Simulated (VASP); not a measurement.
# Os (Im-3m) in VASP: a series of runs

Runs on Os. Level: LDA. Tasks: single point, relaxation of cell and atoms.

Program: VASP 6.6.1. These are calculated values, not measurements. Logs are shortened: lines on timing, memory, paths and dates and some standing lists are left out, and cuts for length are marked.

**1. The crystal as given**

It takes space group Im-3m (No. 229, cubic). Conventional cell: a = 3.047 Å, b = 3.047 Å, c = 3.047 Å, α = 90.00°, β = 90.00°, γ = 90.00°. Os (site symmetry m-3m) has 8 Os at 2.64 Å as nearest neighbours.

This isn't the form of Os at room conditions, which is hcp.

**2. Single point, LDA**

File INCAR:

```
SYSTEM = Os
PREC = Accurate
ENCUT = 520
EDIFF = 1E-7
ISMEAR = 0
SIGMA = 0.1
LREAL = .False.
LASPH = .True.
NELM = 100
ALGO = Normal
ISIF = 2
LWAVE = .False.
LCHARG = .False.
NBANDS = 10
```

File KPOINTS:

```
Automatic mesh
0
Gamma
  20 20 20
  0 0 0
```

File POSCAR:

```
Os
1.0
   -1.5234670503      1.5234670503      1.5234670503
    1.5234670503     -1.5234670503      1.5234670503
    1.5234670503      1.5234670503     -1.5234670503
Os
1
Direct
    0.0000000000      0.0000000000      0.0000000000
```

Potentials or basis: VASP PAW LDA potentials, release 64 (Os).

The run is started by

```console
> cat potpaw_LDA.64/Os/POTCAR > POTCAR
> mpirun -np 1 vasp_std > vasp.out
```

OUTCAR:

```text
SYSTEM = Os
   PREC = Accurate
   ENCUT = 520
   EDIFF = 1E-7
   ISMEAR = 0
   LREAL = .False.
   LASPH = .True.
   NELM = 100
   ISIF = 2

 ion  position               nearest neighbor table
   1  0.000  0.000  0.000-

  LATTYP: Found a body centered cubic cell.
 ALAT       =     3.0469341006

  Lattice vectors:

 A1 = (  -1.5234670503,   1.5234670503,   1.5234670503)
 A2 = (   1.5234670503,  -1.5234670503,   1.5234670503)
 A3 = (   1.5234670503,   1.5234670503,  -1.5234670503)

Analysis of symmetry for initial positions (statically):
=====================================================================
 Subroutine PRICEL returns:
 Original cell was already a primitive cell.

 Routine SETGRP: Setting up the symmetry group for a
 body centered cubic supercell.

 Subroutine GETGRP returns: Found 48 space group operations
 (whereof 48 operations were pure point group operations)
 out of a pool of 48 trial point group operations.

The static configuration has the point symmetry O_h .

Analysis of symmetry for dynamics (positions and initial velocities):
=====================================================================
 Subroutine PRICEL returns:
 Original cell was already a primitive cell.

 Routine SETGRP: Setting up the symmetry group for a
 body centered cubic supercell.

 Subroutine GETGRP returns: Found 48 space group operations
 (whereof 48 operations were pure point group operations)
 out of a pool of 48 trial point group operations.

The dynamic configuration has the point symmetry O_h .

 Subroutine INISYM returns: Found 48 space group operations
 (whereof 48 operations are pure point group operations),
 and found     1 'primitive' translations

----------------------------------------------------------------------------------------

                                     Primitive cell

  volume of cell :      14.1436

  direct lattice vectors                    reciprocal lattice vectors
    -1.523467050  1.523467050  1.523467050     0.000000000  0.328198762  0.328198762
     1.523467050 -1.523467050  1.523467050     0.328198762  0.000000000  0.328198762
     1.523467050  1.523467050 -1.523467050     0.328198762  0.328198762  0.000000000

  length of vectors
     2.638722335  2.638722335  2.638722335     0.464143141  0.464143141  0.464143141

  position of ions in fractional coordinates (direct lattice)
     0.000000000  0.000000000  0.000000000

  ion indices of the primitive-cell ions
   primitive index   ion index
                 1           1

----------------------------------------------------------------------------------------

 KPOINTS: Automatic mesh

Automatic generation of k-mesh.
 Grid dimensions read from file:
 generate k-points for:   20   20   20

 Generating k-lattice:

  Cartesian coordinates                     Fractional coordinates (reciprocal lattice)
     0.000000000  0.016409938  0.016409938     0.050000000  0.000000000  0.000000000
     0.016409938  0.000000000  0.016409938     0.000000000  0.050000000  0.000000000
     0.016409938  0.016409938  0.000000000     0.000000000  0.000000000  0.050000000

  Length of vectors
     0.023207157  0.023207157  0.023207157

  Shift w.r.t. Gamma in fractional coordinates (k-lattice)
     0.000000000  0.000000000  0.000000000

 Subroutine IBZKPT returns following result:
 ===========================================

 Found    256 irreducible k-points:

 Following reciprocal coordinates:
            Coordinates               Weight
  0.000000  0.000000  0.000000      1.000000
  0.050000  0.000000  0.000000     12.000000
  0.100000  0.000000  0.000000     12.000000
  0.150000  0.000000  0.000000     12.000000
  0.200000  0.000000  0.000000     12.000000
  0.250000  0.000000  0.000000     12.000000
[... 16 lines left out ...]
  0.200000  0.100000 -0.000000     48.000000
  0.250000  0.100000  0.000000     48.000000
 [... further k-points ...]
   k-points           NKPTS =    256   k-points in BZ     NKDIM =    256   number of bands    NBANDS=     10
   number of dos      NEDOS =    301   number of ions     NIONS =      1
   total plane-waves  NPLWV =   8000
   dimension x,y,z NGX =    20 NGY =   20 NGZ =   20
   dimension x,y,z NGXF=    40 NGYF=   40 NGZF=   40
   ions per type =               1
   NGX,Y,Z   is equivalent  to a cutoff of  12.60, 12.60, 12.60 a.u.
   NGXF,Y,Z  is equivalent  to a cutoff of  25.20, 25.20, 25.20 a.u.
 SYSTEM =  Os
   PREC   = accura    normal or accurate (medium, high low for compatibility)
   ISTART =      0    job   : 0-new  1-cont  2-samecut
   ICHARG =      2    charge: 1-file 2-atom 10-const
   ISPIN  =      1    spin polarized calculation?
   LNONCOLLINEAR =      F non collinear calculations
   LSORBIT =      F    spin-orbit coupling
   LASPH  =      T    aspherical Exc in radial PAW
   ENCUT  =  520.0 eV  38.22 Ry    6.18 a.u.   4.91  4.91  4.91*2*pi/ulx,y,z
   NELM   =    100;   NELMIN=  2; NELMDL= -5     # of ELM steps
   EDIFF  = 0.1E-06   stopping-criterion for ELM
   LREAL  =      F    real-space projection
   EDIFFG = 0.1E-05   stopping-criterion for IOM
   NSW    =      0    number of steps for IOM
   IBRION =     -1    ionic relax: 0-MD 1-quasi-New 2-CG
   NFREE  =      0    steps in history (QN), initial steepest desc. (CG)
   ISIF   =      2    stress and relaxation
   ISYM   =      2    0-nonsym 1-usesym 2-fastsym
   POTIM  = 0.5000    time-step for ionic-motion
   TEBEG  =    0.0;   TEEND  =   0.0 temperature during run
   PSTRESS=    0.0 pullay stress
   NELECT =       8.0000    total number of electrons
   NUPDOWN=      -1.0000    fix difference up-down
   EMIN   =  10.00;   EMAX   =-10.00  energy-range for DOS
   EFERMI =   0.00;   METHOD = LEGACY
   ISMEAR =     0;   SIGMA  =   0.10  broadening in eV -4-tet -1-fermi 0-gaus
   EFERMI_NEDOS =   21; number of points for ismear=-14 and -15
   IALGO  =     38    algorithm
   IMIX   =      4    mixing-type and parameters
     AMIX     =   0.40;   BMIX     =  1.00
     AMIX_MAG =   1.60;   BMIX_MAG =  1.00
  volume/ion in A,a.u.               =      14.14        95.45
  Fermi-wavevector in a.u.,A,eV,Ry     =   1.353895  2.558491 24.939923  1.833033
  Thomas-Fermi vector in A             =   2.481112
   LORBIT       =      0    0 simple, 1 ext, 2 COOP (PROOUT), +10 PAW based schemes
   GGA     = CA    functional components
   LHFCALC =     F    Hartree Fock is set to
   AEXX    =    0.0000 exact exchange contribution
   IVDW    =     0    specifies the selected vdW correction
   LEPSILON=     F    determine dielectric tensor
   LRPA    =     F    only Hartree local field effects (RPA)
 non-spin polarized calculation
 Gauss-broadening in eV      SIGMA  =   0.10
  energy-cutoff  :      520.00
  volume of cell :       14.14
 maximum number of plane-waves:       398
   NGX =  9   NGY =  9   NGZ =  9

 number of electron       8.0000002 magnetization

 Free energy of the ion-electron system (eV)
  ---------------------------------------------------
  ext. energy  EPLUGINS =         0.00000000
  ---------------------------------------------------
  free energy    TOTEN  =       -11.72419114 eV

  energy without entropy =      -11.71670523  energy(sigma->0) =      -11.72044819

 E-fermi :   9.4695     XC(G=0): -14.1087

 val. band max:        9.4666605385   @ k =   0.1000   0.0500   0.0000
 cond. band min:       9.4699888174   @ k =   0.2500   0.2500   0.0500
 fundamental gap:      0.0033282789
 Fermi energy:         9.4694978606

 k-point     1 :       0.0000    0.0000    0.0000
  band No.  band energies     occupation
      1      -1.5485      2.00000
      2       6.0441      2.00000
      3       6.0441      2.00000
      4       6.0441      2.00000
      5       9.4019      1.66077
      6       9.4019      1.66077
      7      25.8089      0.00000
      8      25.8089      0.00000
      9      25.8089      0.00000
     10      38.0363      0.00000

 k-point     2 :       0.0500    0.0000    0.0000
  band No.  band energies     occupation
      1      -1.4251      2.00000
      2       5.9802      2.00000
      3       6.0380      2.00000
      4       6.1592      2.00000
      5       9.3072      1.97832
      6       9.4056      1.63361
      7      25.8986      0.00000
      8      26.0113      0.00000
      9      26.0439      0.00000
     10      36.6327      0.00000

 k-point     3 :       0.1000    0.0000    0.0000
  band No.  band energies     occupation
      1      -1.0654      2.00000
      2       5.7994      2.00000
      3       6.0073      2.00000
      4       6.5007      2.00000
      5       9.0801      2.00000
      6       9.4194      1.52138
      7      26.1179      0.00000
      8      26.6059      0.00000
      9      26.6434      0.00000
     10      34.7623      0.00000

 k-point     4 :       0.1500    0.0000    0.0000
  band No.  band energies     occupation
      1      -0.5040      2.00000
      2       5.5302      2.00000
      3       5.9287      2.00000
      4       7.0581      2.00000
      5       8.8557      2.00000
      6       9.4503      1.21418
      7      26.2894      0.00000
      8      27.2493      0.00000
      9      27.5585      0.00000
     10      33.3414      0.00000
[... 222 lines left out ...]
 k-point    22 :       0.1500    0.1000   -0.0000
  band No.  band energies     occupation
      1       0.5021      2.00000
      2       5.2414      2.00000
      3       5.4878      2.00000
      4       8.2885      2.00000
      5       8.5415      2.00000
      6       9.6869      0.00211
      7      26.5187      0.00000
      8      27.0049      0.00000
      9      28.4624      0.00000
     10      32.1633      0.00000

 k-point    23 :       0.2000    0.1000   -0.0000
  band No.  band energies     occupation
      1       1.2016      2.00000
      2       4.9201      2.00000
      3       5.4275      2.00000
      4       8.5610      2.00000
      5       9.2762      1.99373
      6       9.8116      0.00000
      7      25.3522      0.00000
      8      26.3263      0.00000
      9      29.5015      0.00000
     10      31.2892      0.00000

 k-point    24 :       0.2500    0.1000    0.0000
  band No.  band energies     occupation
      1       1.7360      2.00000
      2       4.6179      2.00000
      3       5.6425      2.00000
      4       8.7348      2.00000
      5       9.9013      0.00000
      6      10.3997      0.00000
      7      23.8095      0.00000
      8      25.1709      0.00000
      9      29.8857      0.00000
     10      30.9871      0.00000

 [... further k-points ...]

------------------------ aborting loop because EDIFF is reached ----------------------------------------

  FORCE on cell =-STRESS in cart. coord.  units (eV):
  Direction    XX          YY          ZZ          XY          YZ          ZX
  --------------------------------------------------------------------------------------
  -------------------------------------------------------------------------------------
  Total        0.0933795      0.0933795      0.0933795     -0.0000000      0.0000000      0.0000000
  in kB       10.5779809     10.5779809     10.5779809     -0.0000000      0.0000000      0.0000000
  external PRESSURE =      10.5779809 kB  Pullay stress =       0.0000000 kB

 VOLUME and BASIS-vectors are now :
 -----------------------------------------------------------------------------
  energy-cutoff  :      520.00
  volume of cell :       14.14
      direct lattice vectors                 reciprocal lattice vectors
    -1.523467050  1.523467050  1.523467050     0.000000000  0.328198762  0.328198762
     1.523467050 -1.523467050  1.523467050     0.328198762  0.000000000  0.328198762
     1.523467050  1.523467050 -1.523467050     0.328198762  0.328198762  0.000000000

 POSITION                                       TOTAL-FORCE (eV/Angst)
 -----------------------------------------------------------------------------------
      0.00000      0.00000      0.00000         0.000000      0.000000     -0.000000
 -----------------------------------------------------------------------------------
    total drift:                                0.000000     -0.000000     -0.000000

  FREE ENERGIE OF THE ION-ELECTRON SYSTEM (eV)
  ---------------------------------------------------
  free  energy   TOTEN  =       -11.7241911440 eV

  energy  without entropy=      -11.7167052342  energy(sigma->0) =      -11.72044819
```

It took 20 s on 1 thread of AMD EPYC 7R13 (Zen 3), shared host; peak memory 0.12 GiB.

Results:

| Property | Result |
| --- | --- |
| Free energy | -11.7242 eV |
| Pressure | 1.1 GPa |
| Band gap on the k mesh | none (metal or under the smearing width) |

Levels at points of the mesh, in eV from the Fermi level:
| k point | band 2 | band 3 | band 4 | band 5 | band 6 | band 7 |
| --- | --- | --- | --- | --- | --- | --- |
| (0.00, 0.00, 0.00) | -3.43 | -3.43 | -3.43 | -0.07 | -0.07 | 16.34 |
| (0.50, 0.00, 0.00) | -5.55 | -0.20 | -0.07 | 0.60 | 3.42 | 9.34 |
| (0.50, 0.50, 0.50) | -7.53 | 2.55 | 2.55 | 2.55 | 8.11 | 8.11 |

The run has no spin-orbit coupling, so splittings on Os are missing.

**3. Relaxation of cell and atoms, LDA**

This run uses another cell than the first one, of 14.00 Å³/atom, 0.990 times its volume.

File INCAR:

```
PREC     = Accurate       # precision mode
ENCUT    = 600            # plane-wave cutoff, eV
EDIFF    = 1E-6           # SCF threshold, eV
ISMEAR   = 0              # smearing method
SIGMA    = 0.1            # smearing width, eV
LREAL    = F              # projectors in reciprocal space
LASPH    = T              # aspherical terms in the spheres
NELM     = 100            # most SCF steps
ALGO     = Normal         # electronic algorithm
ISIF     = 3              # what is computed and relaxed
LWAVE    = F              # write WAVECAR
LCHARG   = F              # write CHGCAR
GGA      = CA             # functional
IBRION   = 2              # ionic algorithm
NSW      = 100            # ionic steps
EDIFFG   = -0.002         # ionic threshold
```

File KPOINTS:

```
regular mesh
0
Gamma
  20 20 20
```

File POSCAR:

```
Os
1.0
   -1.5182944859      1.5182944859      1.5182944859
    1.5182944859     -1.5182944859      1.5182944859
    1.5182944859      1.5182944859     -1.5182944859
Os
1
Direct
    0.0000000000      0.0000000000      0.0000000000
```

Potentials or basis: VASP PAW LDA potentials, release 64 (Os).

The run is started by

```console
> cat potpaw_LDA.64/Os/POTCAR > POTCAR
> mpirun -np 1 vasp_std > vasp.out
```

OUTCAR:

```text
PREC = Accurate
   ENCUT = 600
   EDIFF = 1E-6
   ISMEAR = 0
   LREAL = F
   LASPH = T
   NELM = 100
   ISIF = 3
   GGA = CA
   IBRION = 2
   NSW = 100
   EDIFFG = -0.002

 ion  position               nearest neighbor table
   1  0.000  0.000  0.000-

  LATTYP: Found a body centered cubic cell.
 ALAT       =     3.0365889718

  Lattice vectors:

 A1 = (  -1.5182944859,   1.5182944859,   1.5182944859)
 A2 = (   1.5182944859,  -1.5182944859,   1.5182944859)
 A3 = (   1.5182944859,   1.5182944859,  -1.5182944859)

Analysis of symmetry for initial positions (statically):
=====================================================================
 Subroutine PRICEL returns:
 Original cell was already a primitive cell.

[... 282 lines left out ...]
  free energy    TOTEN  =       -11.72607039 eV

  energy without entropy =      -11.71856175  energy(sigma->0) =      -11.72231607

 E-fermi :   9.4222     XC(G=0): -14.0914

 val. band max:        9.4201771092   @ k =   0.1000   0.0500   0.0000
 cond. band min:       9.4225723092   @ k =   0.2500   0.2500   0.0500
 fundamental gap:      0.0023952000
 Fermi energy:         9.4221952457

 k-point     1 :       0.0000    0.0000    0.0000
  band No.  band energies     occupation
      1      -1.5679      2.00000
      2       6.0115      2.00000
      3       6.0115      2.00000
      4       6.0115      2.00000
      5       9.3559      1.65182
      6       9.3559      1.65182
      7      25.7583      0.00000
      8      25.7583      0.00000
[... 243 lines left out ...]
 k-point    24 :       0.2500    0.1000    0.0000
  band No.  band energies     occupation
      1       1.7111      2.00000
      2       4.5918      2.00000
      3       5.6098      2.00000
      4       8.6914      2.00000
      5       9.8515      0.00000
      6      10.3478      0.00000
      7      23.7307      0.00000
      8      25.0989      0.00000

 [... further k-points ...]
[... 5 lines left out ...]
  --------------------------------------------------------------------------------------
  -------------------------------------------------------------------------------------
  Total       -0.0018943     -0.0018943     -0.0018943      0.0000000      0.0000000      0.0000000
  in kB       -0.2139188     -0.2139188     -0.2139188      0.0000000      0.0000000      0.0000000
  external PRESSURE =      -0.2139188 kB  Pullay stress =       0.0000000 kB
[... 16 lines left out ...]
  FREE ENERGIE OF THE ION-ELECTRON SYSTEM (eV)
  ---------------------------------------------------
  free  energy   TOTEN  =       -11.7260703928 eV

  energy  without entropy=      -11.7185617529  energy(sigma->0) =      -11.72231607

 reached required accuracy - stopping structural energy minimisation
```

Wall time 61 s (1 thread of AMD EPYC 7R13 (Zen 3), shared host); peak memory 0.14 GiB.

What came out:

- Free energy: -11.7261 eV
- Relaxed volume: 14.19 Å³/atom
- Relaxed cell: a = 2.641 Å, b = 2.641 Å, c = 2.641 Å, α = 109.47°, β = 109.47°, γ = 109.47°
- Space group after relaxing (to 0.05 Å): Im-3m (No. 229)
- Energy gained by relaxing: 3.2 meV/atom
- Ionic steps: 4
- Pressure after relaxing: 0.0 GPa
- Band gap on the k mesh: none (metal or under the smearing width)

Step by step:
| step | energy change (eV) | largest force (eV/Å) | pressure (GPa) | volume (Å³) |
| --- | --- | --- | --- | --- |
| 1 | 0.0000 | 0.0000 | 5.58 | 14.00 |
| 2 | 0.0511 | 0.0000 | -20.01 | 15.01 |
| 3 | -0.0032 | 0.0000 | -0.15 | 14.19 |
| 4 | -0.0032 | 0.0000 | -0.02 | 14.19 |

Final structure:
```
Os
1.0
    -1.52503    1.52503    1.52503
     1.52503   -1.52503    1.52503
     1.52503    1.52503   -1.52503
Os
1
Direct
  0.00000 0.00000 0.00000
```

Levels at points of the mesh, in eV from the Fermi level:
| k point | band 1 | band 2 | band 3 | band 4 | band 5 | band 6 | band 7 | band 8 |
| --- | --- | --- | --- | --- | --- | --- | --- | --- |
| (0.00, 0.00, 0.00) | -10.99 | -3.41 | -3.41 | -3.41 | -0.07 | -0.07 | 16.34 | 16.34 |
| (0.50, 0.00, 0.00) | -7.86 | -5.52 | -0.20 | -0.07 | 0.60 | 3.40 | 9.30 | 12.59 |
| (0.50, 0.50, 0.50) | -7.49 | -7.49 | 2.53 | 2.53 | 2.53 | 8.09 | 8.09 | 8.09 |

The run has no spin-orbit coupling, so splittings on Os are missing.

**4. Single point, LDA**

This run uses another cell than the first one, of 14.00 Å³/atom, 0.990 times its volume.

File INCAR:

```
SYSTEM = Os
PREC = Accurate
ENCUT = 520
EDIFF = 1E-6
ISMEAR = 0
SIGMA = 0.1
LREAL = .False.
LASPH = .True.
NELM = 100
ALGO = Normal
ISIF = 2
LWAVE = .False.
LCHARG = .True.
GGA = CA
LELF = .True.
LVHAR = .True.
NBANDS = 10
```

File KPOINTS:

```
regular mesh
0
Gamma
  8 8 8
  0 0 0
```

POSCAR is that of step 3.

The run is started by

```console
> cat potpaw_LDA.64/Os/POTCAR > POTCAR
> mpirun -np 1 vasp_std > vasp.out
```

Wall time 3.1 s (1 thread of AMD EPYC 7R13 (Zen 3), shared host); peak memory 0.09 GiB.

It converged, with:

```
Free energy            : -11.7381 eV
Pressure               : 5.0 GPa
Band gap on the k mesh : none (metal or under the smearing width)
```

Levels at points of the mesh, in eV from the Fermi level:
```tsv
k point	band 1	band 2	band 3	band 4	band 5	band 6	band 7	band 8	band 9
(0.00, 0.00, 0.00)	-11.20	-3.57	-3.57	-3.57	-0.14	-0.14	16.26	16.26	16.26
(0.50, 0.00, 0.00)	-8.08	-5.72	-0.28	-0.15	0.54	3.38	9.40	12.52	17.42
(0.50, 0.50, 0.50)	-7.72	-7.72	2.50	2.50	2.50	8.08	8.08	8.08	15.94
```

Caveat: the k mesh is coarse (spacing up to 0.37 Å⁻¹), so the values aren't converged.

**5. The runs side by side**

| task | cell | k mesh | cutoff (eV) | mesh quality | gap on the mesh (eV) | pressure (GPa) |
| --- | --- | --- | --- | --- | --- | --- |
| single point | Im-3m, 14.14 Å³/atom | 20 × 20 × 20 | 520 | not flagged | none | 1.1 |
| relaxation of cell and atoms | relaxed | 20 × 20 × 20 | 600 | not flagged | none | 0.0 |
| single point | Im-3m, 14.0 Å³/atom | 8 × 8 × 8 | 520 | coarse | none | 5.0 |

Alike in all rows: level LDA; potentials or basis VASP PAW LDA potentials, release 64 (Os); no spin polarisation; smearing gaussian 0.1 eV.

Caveats: some runs use coarse meshes.

Total energies depend on the potentials used, so only differences within one code and one set of settings carry meaning.
